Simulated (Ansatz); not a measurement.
**GaN (P6_3mc):Pt_Ga, thermodynamic levels from a 72-atom cell**

Charge states of Pt_Ga in GaN (P6_3mc), set against the band edges. Model: a cell of 72 host atoms with 1 Ga taken out and 1 Pt put in.

Main program and level: Ansatz 0.2.0; place-levels on r2SCAN runs: charge-transition levels and formation energies with image-charge correction and potential alignment at the atomic sites; PAW set soft_1.

**Measured values to reproduce.**

“On the origin of Blue Luminescence in Mg doped GaN” (2017, arxiv:1708.04036) quotes from earlier work for GaN, wurtzite (literature experimental value, sample not described, 2 K): band gap (band gap at 2 K) 3.51 eV [Literature value quoted for comparison without method or sample details; may be an …].

### Step 1. Starting point

The cell holds 72 atoms: 35 Ga, 36 N and 1 Pt. Cell: a = 9.550 Å, b = 9.550 Å, c = 10.368 Å, α = 90.0°, β = 90.0°, γ = 120.0°. It derives from GaN (space group P6_3mc). Nearest the centre at fractional (0.444, 0.556, 0.500): Pt34 at 0.00 Å, N11 at 1.95 Å, N43 at 1.95 Å, N35 at 1.95 Å, N40 at 1.95 Å, Ga9 at 3.18 Å, Ga13 at 3.18 Å, Ga41 at 3.18 Å.

Coordinates:

```xyz
72
Lattice="9.5498 0.0000 0.0000 -4.7749 8.2704 0.0000 0.0000 0.0000 10.3677" Properties=species:S:1:pos:R:3 pbc="T T T"
Ga    1.5916    0.9189    2.5873
Ga    0.0000    1.8379    5.1792
N     1.5916    0.9189    4.5405
N     0.0000    1.8379    1.9486
Ga    1.5916    0.9189    7.7711
Ga    0.0000    1.8379   10.3630
N     1.5916    0.9189    9.7243
N     0.0000    1.8379    7.1324
Ga    0.0000    3.6757    2.5873
Ga   -1.5916    4.5947    5.1792
N     0.0000    3.6757    4.5405
N    -1.5916    4.5947    1.9486
Ga    0.0000    3.6757    7.7711
Ga   -1.5916    4.5947   10.3630
N     0.0000    3.6757    9.7243
N    -1.5916    4.5947    7.1324
Ga   -1.5916    6.4325    2.5873
Ga   -3.1833    7.3515    5.1792
N    -1.5916    6.4325    4.5405
N    -3.1833    7.3515    1.9486
Ga   -1.5916    6.4325    7.7711
Ga   -3.1833    7.3515   10.3630
N    -1.5916    6.4325    9.7243
N    -3.1833    7.3515    7.1324
Ga    4.7749    0.9189    2.5873
Ga    3.1833    1.8379    5.1792
N     4.7749    0.9189    4.5405
N     3.1833    1.8379    1.9486
Ga    4.7749    0.9189    7.7711
Ga    3.1833    1.8379   10.3630
N     4.7749    0.9189    9.7243
N     3.1833    1.8379    7.1324
Ga    3.1833    3.6757    2.5873
Pt    1.5916    4.5947    5.1792
N     3.1833    3.6757    4.5405
N     1.5916    4.5947    1.9486
Ga    3.1833    3.6757    7.7711
Ga    1.5916    4.5947   10.3630
N     3.1833    3.6757    9.7243
N     1.5916    4.5947    7.1324
Ga    1.5916    6.4325    2.5873
Ga    0.0000    7.3515    5.1792
N     1.5916    6.4325    4.5405
N     0.0000    7.3515    1.9486
Ga    1.5916    6.4325    7.7711
Ga    0.0000    7.3515   10.3630
N     1.5916    6.4325    9.7243
N     0.0000    7.3515    7.1324
Ga    7.9582    0.9189    2.5873
Ga    6.3665    1.8379    5.1792
N     7.9582    0.9189    4.5405
N     6.3665    1.8379    1.9486
Ga    7.9582    0.9189    7.7711
Ga    6.3665    1.8379   10.3630
N     7.9582    0.9189    9.7243
N     6.3665    1.8379    7.1324
Ga    6.3665    3.6757    2.5873
Ga    4.7749    4.5947    5.1792
N     6.3665    3.6757    4.5405
N     4.7749    4.5947    1.9486
Ga    6.3665    3.6757    7.7711
Ga    4.7749    4.5947   10.3630
N     6.3665    3.6757    9.7243
N     4.7749    4.5947    7.1324
Ga    4.7749    6.4325    2.5873
Ga    3.1833    7.3515    5.1792
N     4.7749    6.4325    4.5405
N     3.1833    7.3515    1.9486
Ga    4.7749    6.4325    7.7711
Ga    3.1833    7.3515   10.3630
N     4.7749    6.4325    9.7243
N     3.1833    7.3515    7.1324
```

Known beforehand: the electronic dielectric constant, (5.83, 5.83, 6.02), and the static one, (10.10, 10.10, 11.19), computed on the host (DFPT, PBEsol, on the r2SCAN cell), and a cell off the functional's own equilibrium shifts the ionic part.

The cell's shortest repeat is 9.5 Å.

### Step 2. Charge states

A transition level is the Fermi level at which two charge states cost the same, so each charge needs its own total energy, at its own relaxed structure.

Each atom starts 0.05 Å or so off its site in a random direction: a symmetric start keeps its symmetry, and would miss off-centre moves and Jahn–Teller distortions. Forces are taken at one point at (¼, ¼, ¼). The cell holds 1 electron more than the neutral one, with a uniform background that keeps it neutral on the whole.

The sampling was tested on the host first: at the k-points planned (1x1x1 shifted 0.25 0.25 0.25) its energy lies -0.023 eV an atom from the dense-mesh value, a large miss, so this sampling is coarse for the host.

One of the inputs; charge, spin and start change from state to state.

File qm1.relax_smeared/input.yaml:

```yaml
crystal:
  lattice:
    - [3.18327254, 0.0, 0.0]
    - [-1.59163627, 2.75679489, 0.0]
    - [0.0, 0.0, 5.18383161]
  atoms:
    - { symbol: Ga, position: [0.66666667, 0.33333333, 0.49910624] }
    - { symbol: Ga, position: [0.33333333, 0.66666667, 0.99910624] }
    - { symbol: "N", position: [0.66666667, 0.33333333, 0.87589376] }
    - { symbol: "N", position: [0.33333333, 0.66666667, 0.37589376] }
  supercell: [3, 3, 2]
  defects: [{ substitution: { at: 33, symbol: Pt } }]
total_charge: -1
basis:
  ecutwfc: 500
  xc_grid: 2
hamiltonian:
  xc: r2scan
  pseudopotentials: { kind: paw, azcp: { folder: soft_1 } }
kpoints:
  mp_grid: { grid: [1, 1, 1], shift: [0.25, 0.25, 0.25] }
scf:
  occupations: { method: fermi_dirac, width: 0.01 }
  max_iter: 60
output:
  forces: true
  charged_corrections: { epsilon: [5.83, 5.83, 6.02], static_epsilon: [10.1, 10.1, 11.19] }
relax:
  f_tol: 0.02
  max_steps: 80
  random_displacement: { amplitude: 0.05, seed: 3775 }
checkpoint:
  write: "../qm1.relax_smeared.run"
  compress: false
  write_wavefunctions: true
  write_every: 100000
```

Run with:

```console
> ansatz run input.yaml --threads 4 --pin off --max-ram 15073MiB --backend cpu --events-out ev --progress --plain --runs-dir out
```

The relaxed structure is kept and the sampling changed to a 2×2×2 shifted mesh.

The run of this state that the levels use, under r2SCAN:

File qm1.point/input.yaml:

```yaml
crystal:
  checkpoint: "../qm1.relax_smeared.run"
  host: checkpoint
total_charge: -1
basis:
  ecutwfc: 500
  xc_grid: 2
hamiltonian:
  xc: r2scan
  pseudopotentials: { kind: paw, azcp: { folder: soft_1 } }
kpoints:
  mp_grid: { grid: [2, 2, 2], shift: [0.5, 0.5, 0.5] }
scf:
  occupations: { method: fermi_dirac, width: 0.01 }
  max_iter: 60
output:
  forces: true
  eigenvalues: true
  charged_corrections:
    epsilon: [5.83, 5.83, 6.02]
    static_epsilon: [10.1, 10.1, 11.19]
    defect_position: [0.444444, 0.555556, 0.499553]
  eigenstates: { localisation: true }
  populations: true
  band_densities: [{ bands: [v1, v1] }, { bands: [c1, c1] }]
  write_density: true
  write_potential: true
  volumetric_format: npy
checkpoint:
  read: "../qm1.relax_smeared.run"
  write: "../qm1.point.run"
  compress: false
  write_wavefunctions: false
  write_every: 100000
```

Relaxations under r2SCAN at one point at (¼, ¼, ¼); times on 4 threads of Intel Xeon Platinum 8259CL at 2.50GHz (Skylake/Cascade Lake), shared host:

```
charge  moment (μB)  occupations        outcome  steps  largest displacement against the far atoms (Å)     time
    −1            0        fixed  not converged      -                                               -  2.4 min
    −1            0  fermi-dirac      converged     11                                            0.52  6.2 min
     0            1        fixed      converged      6                                            0.17  7.2 min
    +1            0        fixed      converged     11                                            0.25  5.2 min
    +1            2        fixed      converged     10                                            0.13   10 min
    −1            2        fixed      converged     12                                            0.38   14 min
```

Single points under r2SCAN at a 2×2×2 shifted mesh; times on 4 threads of Intel Xeon Platinum 8259CL at 2.50GHz (Skylake/Cascade Lake), shared host:

```
charge  moment (μB)  occupations    outcome     time
    −1            0  fermi-dirac  converged  2.7 min
     0            1  fermi-dirac  converged  5.1 min
    +1            0  fermi-dirac  converged  2.9 min
    +1            2  fermi-dirac  converged  5.8 min
    −1            2  fermi-dirac  converged  5.7 min
```

Distances (Å) from Pt34 to the nearest atoms after relaxation with r2SCAN:

```
charge  moment (μB)      1.      2.      3.      4.       5.       6.
    −1            0  N 1.99  N 2.06  N 2.09  N 2.56  Ga 2.67  Ga 2.87
    −1            2  N 2.07  N 2.17  N 2.19  N 2.20  Ga 2.96  Ga 3.05
     0            1  N 2.08  N 2.10  N 2.10  N 2.13  Ga 3.18  Ga 3.18
    +1            0  N 2.01  N 2.04  N 2.05  N 2.06  Ga 3.03   N 3.03
    +1            2  N 2.01  N 2.01  N 2.06  N 2.10  Ga 3.17  Ga 3.17
```

### Step 3. place-levels, r2SCAN

A charged cell interacts with its images and the background, and its potential has another zero than the host's. place-levels removes the first by a point-charge model, screened by the static dielectric constant since the ions have relaxed around the charge, and the second by comparing potentials at atoms far from the defect.

The host is a run of the defect-free crystal in the same cutoffs, grids and k-points, so that basis and sampling errors cancel in part in the differences. The host is run in a cell of 4 atoms on a matching mesh. Its band edges are searched through the zone by a band path, so the gap is smaller than, or equal to, that on the mesh. Chemical potentials are energies per atom of Ga (alpha-Ga (Cmce)) and Pt (fcc), run with the same functional and cutoff.

File levels.point.yaml:

```yaml
host:
  run: host.point.run
states: [qm1.point.run, q0_M1.point.run, qp1.point.run, qp1_M2.point.run, qm1_M2.point.run]
geometry_from:
  qm1.point.run: qm1.relax_smeared.run
  q0_M1.point.run: q0_M1.relax.run
  qp1.point.run: qp1.relax.run
  qp1_M2.point.run: qp1_M2.relax.run
  qm1_M2.point.run: qm1_M2.relax.run
  host.point.run: host.relax.run
chemical_potentials:
  Ga:
    energy: -3790.270342
    dataset: <sha256 of the dataset>
  Pt:
    energy: -12538.255568
    dataset: "<sha256 of the dataset>"
epsilon: [5.83, 5.83, 6.02]
static_epsilon: [10.1, 10.1, 11.19]
vertical:
  - { from: qm1.point.run, to: qm1.point_neutral.run }
  - { from: qp1.point.run, to: qp1.point_neutral.run }
  - { from: qp1_M2.point.run, to: qp1_M2.point_neutral.run }
  - { from: qm1_M2.point.run, to: qm1_M2.point_neutral.run }
```

Run with:

```console
> ansatz place-levels levels.point.yaml -- --threads 4 --pin off --max-ram 15073MiB
```

Numbers of over 12 decimals in the logs are rounded to 6 here.

Output:

```text
[... repeated set-up lines and file paths are left out, and long positions are rounded to six places ...]
(+1/0) 0.895 eV above the valence edge, 1.457 eV under the conduction edge
(0/-1) 1.725 eV above the valence edge, 0.627 eV under the conduction edge
formation energy of charge +1: +5.103 eV with the Fermi level at the valence edge
formation energy of charge 0: +5.998 eV with the Fermi level at the valence edge
formation energy of charge -1: +7.723 eV with the Fermi level at the valence edge
vertical -1 to 0: no energy, since no alignment is typed
  the change from vertical[0].from (qm1.point.run) to vertical[0].to (qm1.point_neutral.run): by its potential at epsilon [5.83, 5.83, 6.02] it stands at 0.451 0.579 0.467, with an rms radius of about 2.7 Å (1.4 2.3 0.2 Å across the planes of the cell's [...]
vertical +1 to 0: no energy, since no alignment is typed
  the change from vertical[1].from (qp1.point.run) to vertical[1].to (qp1.point_neutral.run): by its potential at epsilon [5.83, 5.83, 6.02] it stands at 0.472 0.547 0.475, with an rms radius of about 1.9 Å (0.9 0.9 1.4 Å across the planes of the cell's [...]
vertical +1 to 0: no energy, since no alignment is typed
  the change from vertical[2].from (qp1_M2.point.run) to vertical[2].to (qp1_M2.point_neutral.run): by its potential at epsilon [5.83, 5.83, 6.02] it stands at 0.475 0.542 0.492, with an rms radius of about 1.9 Å (0.8 0.8 1.5 Å across the planes of the cell's [...]
vertical -1 to 0: no energy, since no alignment is typed
  the change from vertical[3].from (qm1_M2.point.run) to vertical[3].to (qm1_M2.point_neutral.run): by its potential at epsilon [5.83, 5.83, 6.02] it stands at 0.479 0.548 0.475, with an rms radius of about 1.8 Å (1.1 1.3 0.6 Å across the planes of the cell's [...]
  edges by r2scan, gap 2.352 eV; the host is sampled to repeats of 19.10 Å
  the defect's cells are sampled to repeats of 19.10 Å, like sampling
  charge +1: -159102.4274 eV with its correction of +0.410 eV, at epsilon [10.1, 10.1, 11.19], aligned at sites: +0.2004 eV, mean over 33 atomic sites at or beyond 4.77 Å from the defect at [0.4444, 0.5556, 0.4996], with +0.010074 for the charge's moments and [...]
  charge 0: +0.000 eV for its dipole among its images, +0.000 omitted
  charge -1: -159080.8675 eV with its correction of -0.006 eV, at epsilon [10.1, 10.1, 11.19], aligned at sites: +0.2159 eV, mean over 33 atomic sites at or beyond 4.77 Å from the defect at [0.4444, 0.5556, 0.4996], with +0.000000 for the charge's moments and [...]
  charge +1: states[2] (qp1.point.run) stands 0.331 eV higher, with a moment of 0.00 μB against 2.00
  charge -1: states[0] (qm1.point.run) stands 0.228 eV higher, with a moment of 0.00 μB against 2.00
  of states[3] (qp1_M2.point.run): stability_check_not_made
  of states[1] (q0_M1.point.run): stability_check_not_made
  of states[4] (qm1_M2.point.run): its alignment with the host at atomic sites is doubtful: the mean over the far sites moves by +0.0598 eV from their farther parts to their nearer, more than 0.05 eV. [...]
  of states[0] (qm1.point.run): it parts from the run at its places by a charge that spreads by about 2.3 Å along one vector (1.4 Å or more is wide), by its potential at epsilon [5.83, 5.83, 6.02], taken for that of held ions (one typed too small widens it), [...]
  of vertical[0].from (qm1.point.run): it parts from the run at its places by a charge that spreads by about 2.3 Å along one vector (1.4 Å or more is wide), by its potential at epsilon [5.83, 5.83, 6.02], taken for that of held ions (one typed too small [...]
  of vertical[0].to (qm1.point_neutral.run): stability_check_not_made
  of vertical[1].to (qp1.point_neutral.run): stability_check_not_made
  of vertical[2].from (qp1_M2.point.run): stability_check_not_made
  of vertical[2].to (qp1_M2.point_neutral.run): it set out from the moments of a save, which an earlier run chose (saved_moments_taken); seeded_moment_not_kept; stability_check_not_made
  of vertical[3].from (qm1_M2.point.run): stability_check_not_made
  of vertical[3].to (qm1_M2.point_neutral.run): it set out from the moments of a save, which an earlier run chose (saved_moments_taken); seeded_moment_not_kept; stability_check_not_made
```

The job ended after 0.93 s (4 threads of Intel Xeon Platinum 8259CL at 2.50GHz (Skylake/Cascade Lake), shared host).

Levels between the charges placed, in eV above the valence top:

```
        gap (eV)  (+1/0)  (0/−1)
r2SCAN      2.35    0.90    1.73
```

Corrections by state:

```
charge  moment (μB)  image terms and alignment (eV)  band filling (eV)                                  ε used  over the lowest of its charge, as the program ranks them, band filling apart (eV)
    +1          2.0                           0.410                  -  principal values (10.10, 10.10, 11.19)                                                                              0.000
     0          1.0                           0.000                  -                                       -                                                                              0.000
    −1          2.0                          -0.006                  -  principal values (10.10, 10.10, 11.19)                                                                              0.000
    +1          0.0                           0.406                  -  principal values (10.10, 10.10, 11.19)                                                                              0.331
    −1          0.0                          -0.013                  -  principal values (10.10, 10.10, 11.19)                                                                              0.228
```

The charged structures listed were also run neutral, and place-levels reads from each pair, by the potential or the spins, how wide the charge is by which they differ; that can be the carrier of either run.

```
charge  rms radius (Å)  spread where it is widest against the cell (Å)  wide from (Å)  reading
    +1             1.9                                            1.52           1.80   narrow
    −1             1.8                                            1.33           1.43   narrow
```

The neutral runs of these pairs need not share the spin of the lowest neutral state, and very wide values only mean spread over the cell.

From the program's caveats on the states, each cut to its opening words:

- charge +1 (2 μB), 0 (1 μB), −1 (2 μB): flagged: stability check not made
- charge −1 (2 μB): its alignment with the host at atomic sites is doubtful: the mean over the far sites moves by +0.0598 eV from their farther parts to their nearer, more than [...]
- charge −1: it parts from the run at its places by a charge that spreads by about 2.3 Å along one vector (1.4 Å or more is wide), by its potential at epsilon [5.83, 5.83, [...]
- charge −1: its alignment with the host at atomic sites is doubtful: the mean over the far sites moves by +0.0631 eV from their farther parts to their nearer, more than [...]

Chemical potentials of the elements' reference phases, run alike. Formation energies (elemental references), with the Fermi level at the valence top and at the conduction bottom (gap 2.35 eV):

```
charge  at valence top (eV)  at conduction bottom (eV)  correction included (eV)
    +1                 5.10                       7.45                      0.41
     0                 6.00                       6.00                      0.00
    −1                 7.72                       5.37                     -0.01
```

Fermi level (eV), lowest formation energy (eV) and a bar from the least value:
```
     0.00       5.10 
     0.21       5.32 #######
     0.43       5.53 ##############
     0.64       5.74 #####################
     0.85       5.96 #############################
     1.07       6.00 ##############################
     1.28       6.00 ##############################
     1.50       6.00 ##############################
     1.71       6.00 ##############################
     1.92       5.80 #######################
     2.14       5.58 ################
     2.35       5.37 #########
```

### Step 4. Results

| Quantity | Value |
| --- | --- |
| gap of the host | 2.35 eV (r2SCAN) |
| level (plus 1/0) | 0.90 eV above the valence top |
| level (0/minus 1) | 1.73 eV above the valence top |
| lowest of the charges placed, just above the valence top (0.02 eV) | +1 |
| lowest of the charges placed, just below the conduction bottom (0.02 eV) | −1 |
| lowest formation energy at mid-gap of the charges run, elemental references | 6.00 eV |

**Reading.** Of the charges placed (−1, 0 and +1), the lowest changes at 0.90 eV (+1/0) and 1.73 eV (0/−1) above the valence top, in a gap of 2.35 eV. Charges above +1 and below −1 were not placed, so these runs say nothing of levels that involve them. States placed: +1 at 2 μB and 0 μB; 0 at 1 μB; −1 at 2 μB and 0 μB. Other spin states or structures, where not listed, weren't placed. Pt is taken at its element; compounds, which aren't counted here, bound the chemical potentials and would shift these formation energies. The program doubts the alignment of potentials for at least one state, a sign that the cell is small. Keep in mind: r2SCAN makes the gap too small and tends to spread out bound carriers; where a gas molecule sets a chemical potential or the host's formation energy, its binding is uncorrected; spin–orbit coupling, which can matter with heavy atoms, is left out; force components of up to 0.57 eV/Å remain in a run at the final settings.

Comparison with the measured values:

```
                             quantity  measured           r2SCAN
band gap (least gap of the host) (eV)      3.51  2.35 (-1.16 eV)
```

Measured values from arxiv:1708.04036 (2017).

**Verdict.** The band gap is off by -1.16 eV: a clear miss. Local and semilocal functionals usually give gaps below the measured ones. Zero-point and thermal motion shift the measured gap.

[Logs are printed without paths, hosts, clocks, repeated set-up lines and the standing remarks that a program may print on its own settings, such as how far it seeks lower states.]

[Hosts, paths, dates, database ids (printed as entryN), source tags and the programs' standing remarks are cut or masked in the printed files.]

[Where a table of states has a column of steps, it counts the stored structures, which are thinned; the runs took as many ionic steps or more.]

[A defect's name tells the site on which it was built; relaxed atoms can leave that site.]

[For some hosts the program warned that the k-mesh of the response run may be too coarse for force constants and the static dielectric constant; such warnings are not shown here.]
